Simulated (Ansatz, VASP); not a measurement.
Au: VASP beside Ansatz

```
CELL_PARAMETERS angstrom
0.00000 2.02296 2.02296
2.02296 0.00000 2.02296
2.02296 2.02296 0.00000
ATOMIC_POSITIONS crystal
Au 0.00000 0.00000 0.00000
```

Alike in both runs: task single point; functional LDA; k mesh 6 × 6 × 6; occupations fermi-dirac, width 0.1 eV; no spin polarisation.

|  | VASP | Ansatz |
| --- | --- | --- |
| version | VASP 6.6.1 | Ansatz 0.2.0 |
| potentials or method | VASP PAW LDA potentials, release 64 (Au) | plane waves (420 eV) with PAW, scalar-relativistic |
| plane-wave cutoff (eV) | 520 | 420 |
| valence electrons in the cell | 11 | 19 |

Ansatz gave:

```
pressure (GPa) : 1.8
```

**Question.** Estimate VASP's values.

**Answer.** Pressure (GPa): 2.3.

The two sets of potentials don't hold the same shells in valence. Ansatz warned: «pseudo_functional_mismatch».

Caveats: the k mesh is coarse (spacing up to 0.45 Å⁻¹), so the values aren't converged. The runs have no spin-orbit coupling, so splittings on Au are missing.
